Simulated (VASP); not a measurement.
# TePb (Fm-3m) in VASP: further runs

One crystal, TePb, is run at these levels: PBE; tasks: single point, relaxation of cell and atoms.

All numbers are computed with VASP 6.6.1; they aren't measurements. Logs are shortened: lines on timing, memory, paths and dates and some standing lists are left out, and cuts for length are marked.

**Measured values to compare with.**

From a printed reference work, monograph, for a bulk crystal of TePb at 4.2 K: band gap 0.19 eV (direct).

The runs below are set against these values where they give the same quantity.

## (1) The crystal as given

The structure is cubic, space group Fm-3m (No. 225). The conventional cell has a = 6.572 Å, b = 6.572 Å, c = 6.572 Å, α = 90.00°, β = 90.00°, γ = 90.00°. Around Te (site symmetry m-3m) lie 6 Pb at 3.29 Å. Around Pb (site symmetry m-3m) lie 6 Te at 3.29 Å.

## (2) Single point, PBE

INCAR reads:

```
SYSTEM = TePb
PREC = Accurate
ENCUT = 520
EDIFF = 1E-6
ISMEAR = 0
SIGMA = 0.02
LREAL = .False.
LASPH = .True.
NELM = 80
ALGO = Normal
ISIF = 2
LWAVE = .False.
LCHARG = .False.
GGA = PE
NBANDS = 17
```

KPOINTS reads:

```
Automatic mesh
0
Gamma
  8 8 8
  0 0 0
```

POSCAR reads:

```
TePb
1.0
    0.0000000000      3.2860508018      3.2860508018
    3.2860508018      0.0000000000      3.2860508018
    3.2860508018      3.2860508018      0.0000000000
Te Pb
1 1
Direct
    0.5000000000      0.5000000000      0.5000000000
    0.0000000000      0.0000000000      0.0000000000
```

Potentials or basis: VASP PAW PBE potentials, release 64 (Te, Pb_d).

Started as:

```console
$ cat potpaw_PBE.64/Te/POTCAR potpaw_PBE.64/Pb_d/POTCAR > POTCAR
$ mpirun -np 1 vasp_std > vasp.out
```

OUTCAR:

```text
SYSTEM = TePb
   PREC = Accurate
   ENCUT = 520
   EDIFF = 1E-6
   ISMEAR = 0
   LREAL = .False.
   LASPH = .True.
   NELM = 80
   ISIF = 2
   GGA = PE

 ion  position               nearest neighbor table
   1  0.500  0.500  0.500-   2 3.29   2 3.29   2 3.29   2 3.29   2 3.29   2 3.29
   2  0.000  0.000  0.000-   1 3.29   1 3.29   1 3.29   1 3.29   1 3.29   1 3.29

  LATTYP: Found a face centered cubic cell.
 ALAT       =     6.5721016036

  Lattice vectors:

 A1 = (   0.0000000000,   3.2860508018,   3.2860508018)
 A2 = (   3.2860508018,   0.0000000000,   3.2860508018)
 A3 = (   3.2860508018,   3.2860508018,   0.0000000000)

Analysis of symmetry for initial positions (statically):
=====================================================================
 Subroutine PRICEL returns:
 Original cell was already a primitive cell.

 Routine SETGRP: Setting up the symmetry group for a
 face centered cubic supercell.

 Subroutine GETGRP returns: Found 48 space group operations
 (whereof 48 operations were pure point group operations)
 out of a pool of 48 trial point group operations.

The static configuration has the point symmetry O_h .

Analysis of symmetry for dynamics (positions and initial velocities):
=====================================================================
 Subroutine PRICEL returns:
 Original cell was already a primitive cell.

 Routine SETGRP: Setting up the symmetry group for a
 face centered cubic supercell.

 Subroutine GETGRP returns: Found 48 space group operations
 (whereof 48 operations were pure point group operations)
 out of a pool of 48 trial point group operations.

The dynamic configuration has the point symmetry O_h .

 Subroutine INISYM returns: Found 48 space group operations
 (whereof 48 operations are pure point group operations),
 and found     1 'primitive' translations

----------------------------------------------------------------------------------------

                                     Primitive cell

  volume of cell :      70.9664

  direct lattice vectors                    reciprocal lattice vectors
     0.000000000  3.286050802  3.286050802    -0.152158329  0.152158329  0.152158329
     3.286050802  0.000000000  3.286050802     0.152158329 -0.152158329  0.152158329
     3.286050802  3.286050802  0.000000000     0.152158329  0.152158329 -0.152158329

  length of vectors
     4.647177611  4.647177611  4.647177611     0.263545957  0.263545957  0.263545957

  position of ions in fractional coordinates (direct lattice)
     0.500000000  0.500000000  0.500000000
     0.000000000  0.000000000  0.000000000

  ion indices of the primitive-cell ions
   primitive index   ion index
                 1           1
                 2           2

----------------------------------------------------------------------------------------

 KPOINTS: Automatic mesh

Automatic generation of k-mesh.
 Grid dimensions read from file:
 generate k-points for:    8    8    8

 Generating k-lattice:

  Cartesian coordinates                     Fractional coordinates (reciprocal lattice)
    -0.019019791  0.019019791  0.019019791     0.125000000  0.000000000  0.000000000
     0.019019791 -0.019019791  0.019019791     0.000000000  0.125000000  0.000000000
     0.019019791  0.019019791 -0.019019791     0.000000000  0.000000000  0.125000000

  Length of vectors
     0.032943245  0.032943245  0.032943245

  Shift w.r.t. Gamma in fractional coordinates (k-lattice)
     0.000000000  0.000000000  0.000000000

 Subroutine IBZKPT returns following result:
 ===========================================

 Found     29 irreducible k-points:

 Following reciprocal coordinates:
            Coordinates               Weight
  0.000000  0.000000  0.000000      1.000000
  0.125000  0.000000  0.000000      8.000000
  0.250000  0.000000  0.000000      8.000000
  0.375000  0.000000  0.000000      8.000000
  0.500000  0.000000  0.000000      4.000000
  0.125000  0.125000  0.000000      6.000000
[... 16 lines left out ...]
  0.500000  0.250000  0.125000     48.000000
 -0.375000  0.250000  0.125000     24.000000
 [... further k-points ...]
   k-points           NKPTS =     29   k-points in BZ     NKDIM =     29   number of bands    NBANDS=     17
   number of dos      NEDOS =    301   number of ions     NIONS =      2
   total plane-waves  NPLWV =  46656
   dimension x,y,z NGX =    36 NGY =   36 NGZ =   36
   dimension x,y,z NGXF=    72 NGYF=   72 NGZF=   72
   ions per type =               1   1
   NGX,Y,Z   is equivalent  to a cutoff of  12.88, 12.88, 12.88 a.u.
   NGXF,Y,Z  is equivalent  to a cutoff of  25.76, 25.76, 25.76 a.u.
 SYSTEM =  TePb
   PREC   = accura    normal or accurate (medium, high low for compatibility)
   ISTART =      0    job   : 0-new  1-cont  2-samecut
   ICHARG =      2    charge: 1-file 2-atom 10-const
   ISPIN  =      1    spin polarized calculation?
   LNONCOLLINEAR =      F non collinear calculations
   LSORBIT =      F    spin-orbit coupling
   LASPH  =      T    aspherical Exc in radial PAW
   ENCUT  =  520.0 eV  38.22 Ry    6.18 a.u.   8.64  8.64  8.64*2*pi/ulx,y,z
   NELM   =     80;   NELMIN=  2; NELMDL= -5     # of ELM steps
   EDIFF  = 0.1E-05   stopping-criterion for ELM
   LREAL  =      F    real-space projection
[... 7 lines left out ...]
   TEBEG  =    0.0;   TEEND  =   0.0 temperature during run
   PSTRESS=    0.0 pullay stress
   NELECT =      20.0000    total number of electrons
   NUPDOWN=      -1.0000    fix difference up-down
   EMIN   =  10.00;   EMAX   =-10.00  energy-range for DOS
   EFERMI =   0.00;   METHOD = LEGACY
   ISMEAR =     0;   SIGMA  =   0.02  broadening in eV -4-tet -1-fermi 0-gaus
   EFERMI_NEDOS =   21; number of points for ismear=-14 and -15
   IALGO  =     38    algorithm
   IMIX   =      4    mixing-type and parameters
     AMIX     =   0.40;   BMIX     =  1.00
     AMIX_MAG =   1.60;   BMIX_MAG =  1.00
  volume/ion in A,a.u.               =      35.48       239.45
  Fermi-wavevector in a.u.,A,eV,Ry     =   1.073332  2.028303 15.674464  1.152041
  Thomas-Fermi vector in A             =   2.209128
   LORBIT       =      0    0 simple, 1 ext, 2 COOP (PROOUT), +10 PAW based schemes
   GGA     = PE    functional components
   LHFCALC =     F    Hartree Fock is set to
   AEXX    =    0.0000 exact exchange contribution
   IVDW    =     0    specifies the selected vdW correction
   LEPSILON=     F    determine dielectric tensor
   LRPA    =     F    only Hartree local field effects (RPA)
 non-spin polarized calculation
 Gauss-broadening in eV      SIGMA  =   0.02
  energy-cutoff  :      520.00
  volume of cell :       70.97
 maximum number of plane-waves:      1926
   NGX = 17   NGY = 17   NGZ = 17

 number of electron      19.9999999 magnetization

 Free energy of the ion-electron system (eV)
  ---------------------------------------------------
  ext. energy  EPLUGINS =         0.00000000
  ---------------------------------------------------
  free energy    TOTEN  =        -7.52297350 eV

  energy without entropy =       -7.52297350  energy(sigma->0) =       -7.52297350

 E-fermi :   5.0963     XC(G=0):  -9.0739

 val. band max:        4.9788443934   @ k =   0.5000   0.0000   0.0000
 cond. band min:       5.8136375302   @ k =   0.5000   0.0000   0.0000
 fundamental gap:      0.8347931368
 Fermi energy:         5.0962938052

 k-point     1 :       0.0000    0.0000    0.0000
  band No.  band energies     occupation
      1     -11.6612      2.00000
      2     -11.6612      2.00000
      3     -11.6557      2.00000
      4     -11.6557      2.00000
      5     -11.6557      2.00000
      6      -6.6251      2.00000
[... 9 lines left out ...]
     16      10.8967      0.00000
     17      12.3878      0.00000

 k-point     2 :       0.1250    0.0000    0.0000
  band No.  band energies     occupation
      1     -11.6626      2.00000
      2     -11.6626      2.00000
      3     -11.6553      2.00000
      4     -11.6539      2.00000
      5     -11.6539      2.00000
      6      -6.5007      2.00000
[... 9 lines left out ...]
     16      11.1773      0.00000
     17      13.3097      0.00000

 k-point     3 :       0.2500    0.0000    0.0000
  band No.  band energies     occupation
      1     -11.6667      2.00000
      2     -11.6667      2.00000
      3     -11.6545      2.00000
      4     -11.6489      2.00000
      5     -11.6489      2.00000
      6      -6.1446      2.00000
[... 9 lines left out ...]
     16      11.9477      0.00000
     17      15.0561      0.00000

 k-point     4 :       0.3750    0.0000    0.0000
  band No.  band energies     occupation
      1     -11.6710      2.00000
      2     -11.6710      2.00000
      3     -11.6537      2.00000
      4     -11.6436      2.00000
      5     -11.6436      2.00000
      6      -5.6392      2.00000
[... 9 lines left out ...]
     16      13.1298      0.00000
     17      15.4809      0.00000

 k-point     5 :       0.5000    0.0000    0.0000
  band No.  band energies     occupation
      1     -11.6728      2.00000
      2     -11.6728      2.00000
      3     -11.6534      2.00000
      4     -11.6415      2.00000
      5     -11.6415      2.00000
      6      -5.3199      2.00000
[... 9 lines left out ...]
     16      14.2421      0.00000
     17      14.2421      0.00000

 k-point     6 :       0.1250    0.1250    0.0000
  band No.  band energies     occupation
      1     -11.6660      2.00000
      2     -11.6599      2.00000
      3     -11.6568      2.00000
      4     -11.6528      2.00000
      5     -11.6528      2.00000
      6      -6.4598      2.00000
[... 9 lines left out ...]
     16      11.6538      0.00000
     17      12.7468      0.00000
[... 281 lines left out ...]
 k-point    21 :       0.5000    0.5000    0.0000
  band No.  band energies     occupation
      1     -11.7081      2.00000
      2     -11.6635      2.00000
      3     -11.6522      2.00000
      4     -11.6348      2.00000
      5     -11.6348      2.00000
      6      -5.1195      2.00000
[... 9 lines left out ...]
     16      15.5970      0.00000
     17      15.9295      0.00000

 k-point    22 :       0.3750    0.2500    0.1250
  band No.  band energies     occupation
      1     -11.6777      2.00000
      2     -11.6620      2.00000
      3     -11.6565      2.00000
      4     -11.6458      2.00000
      5     -11.6445      2.00000
      6      -5.8554      2.00000
[... 9 lines left out ...]
     16      13.5614      0.00000
     17      13.9603      0.00000

 k-point    23 :       0.5000    0.2500    0.1250
  band No.  band energies     occupation
      1     -11.6818      2.00000
      2     -11.6653      2.00000
      3     -11.6534      2.00000
      4     -11.6444      2.00000
      5     -11.6413      2.00000
      6      -5.4134      2.00000
[... 9 lines left out ...]
     16      13.8835      0.00000
     17      14.9110      0.00000

 k-point    24 :      -0.3750    0.2500    0.1250
  band No.  band energies     occupation
      1     -11.6831      2.00000
      2     -11.6671      2.00000
      3     -11.6504      2.00000
      4     -11.6459      2.00000
      5     -11.6395      2.00000
      6      -5.1572      2.00000
[... 9 lines left out ...]
     16      14.7626      0.00000
     17      15.0395      0.00000

 [... further k-points ...]
[... 5 lines left out ...]
  --------------------------------------------------------------------------------------
  -------------------------------------------------------------------------------------
  Total       -0.0450888     -0.0450888     -0.0450888      0.0000000      0.0000000      0.0000000
  in kB       -1.0179495     -1.0179495     -1.0179495      0.0000000      0.0000000      0.0000000
  external PRESSURE =      -1.0179495 kB  Pullay stress =       0.0000000 kB

 VOLUME and BASIS-vectors are now :
 -----------------------------------------------------------------------------
  energy-cutoff  :      520.00
  volume of cell :       70.97
      direct lattice vectors                 reciprocal lattice vectors
     0.000000000  3.286050802  3.286050802    -0.152158329  0.152158329  0.152158329
     3.286050802  0.000000000  3.286050802     0.152158329 -0.152158329  0.152158329
     3.286050802  3.286050802  0.000000000     0.152158329  0.152158329 -0.152158329

 POSITION                                       TOTAL-FORCE (eV/Angst)
 -----------------------------------------------------------------------------------
      3.28605      3.28605      3.28605         0.000000      0.000000      0.000000
      0.00000      0.00000      0.00000        -0.000000      0.000000     -0.000000
 -----------------------------------------------------------------------------------
    total drift:                               -0.000000      0.000000      0.000000

  FREE ENERGIE OF THE ION-ELECTRON SYSTEM (eV)
  ---------------------------------------------------
  free  energy   TOTEN  =        -7.5229734964 eV

  energy  without entropy=       -7.5229734964  energy(sigma->0) =       -7.52297350
```

Wall time 27 s (1 thread of Intel Xeon Platinum 8559C (Emerald Rapids), shared host); peak memory 0.21 GiB.

What came out:

| Quantity | Value |
| --- | --- |
| Free energy | -7.5230 eV |
| Pressure | -0.1 GPa |
| Band gap on the k mesh | 0.83 eV, direct |

Caveat: spin-orbit coupling is left out, which as a rule narrows the gap of such compounds by several tenths of an eV.

## (3) Relaxation of cell and atoms, PBE

This run uses another cell than the first one, of 33.73 Å³/atom, 0.951 times its volume.

INCAR reads:

```
ALGO     = Fast           # electronic algorithm
EDIFF    = 1E-6           # SCF threshold, eV
EDIFFG   = -0.005         # ionic threshold
ENCUT    = 600            # plane-wave cutoff, eV
GGA      = PE             # functional
IBRION   = 2              # ionic algorithm
ISIF     = 3              # what is computed and relaxed
ISMEAR   = 0              # smearing method
LASPH    = True           # aspherical terms in the spheres
LCHARG   = False          # write CHGCAR
LREAL    = False          # projectors in reciprocal space
LWAVE    = False          # write WAVECAR
NELM     = 100            # most SCF steps
NSW      = 100            # ionic steps
PREC     = Accurate       # precision mode
SIGMA    = 0.02           # smearing width, eV
```

KPOINTS reads:

```
k-points
0
Gamma
  8 8 8
```

POSCAR reads:

```
TePb
1.0
    0.0000000000      3.2310000000      3.2310000000
    3.2310000000      0.0000000000      3.2310000000
    3.2310000000      3.2310000000      0.0000000000
Te Pb
1 1
Direct
    0.5000000000      0.5000000000      0.5000000000
    0.0000000000      0.0000000000      0.0000000000
```

Potentials or basis: VASP PAW PBE potentials, release 64 (Te, Pb_d).

Started as:

```console
$ cat potpaw_PBE.64/Te/POTCAR potpaw_PBE.64/Pb_d/POTCAR > POTCAR
$ mpirun -np 1 vasp_std > vasp.out
```

It took 92 s on 1 thread of Intel Xeon Platinum 8559C (Emerald Rapids), shared host; peak memory 0.25 GiB.

It converged, with:

```yaml
Free_energy: -7.5227 eV
Relaxed_volume: 35.41 Å³/atom
Relaxed_cell: a = 4.644 Å, b = 4.644 Å, c = 4.644 Å, α = 60.00°, β = 60.00°, γ = 60.00°
Space_group_after_relaxing_to_0.05_Å: Fm-3m (No. 225)
Energy_gained_by_relaxing: 10.7 meV/atom
Ionic_steps: 5
Pressure_after_relaxing: 0.0 GPa
Band_gap_on_the_k_mesh: 0.83 eV, direct
```

Step by step:
| step | energy change (eV) | largest force (eV/Å) | pressure (GPa) | volume (Å³) |
| --- | --- | --- | --- | --- |
| 1 | 0.0000 | 0.0000 | 2.10 | 67.46 |
| 2 | -0.0196 | 0.0000 | -0.54 | 71.87 |
| 3 | -0.0214 | 0.0000 | 0.04 | 70.84 |
| 4 | -0.0214 | 0.0000 | -0.04 | 70.91 |
| 5 | -0.0214 | 0.0000 | 0.01 | 70.83 |

Final structure:
```
Te Pb
1.0
     0.00000    3.28389    3.28389
     3.28389    0.00000    3.28389
     3.28389    3.28389    0.00000
Te Pb
1 1
Cartesian
  3.2839 3.2839 3.2839
  0.0000 0.0000 0.0000
```

Levels at points of the mesh, in eV from the valence-band top:
```tsv
k point	band 8	band 9	band 10	band 11	band 12	band 13
(0.00, 0.00, 0.00)	-1.16	-1.16	-1.16	4.03	4.03	4.03
(0.50, 0.00, 0.00)	-0.73	-0.73	0.00	0.83	1.39	1.39
(0.50, 0.50, 0.00)	-4.12	-2.52	-2.52	3.51	5.31	5.31
```

Caveat: spin-orbit coupling is left out, which as a rule narrows the gap of such compounds by several tenths of an eV.

(Continued in part 2 of 2.)
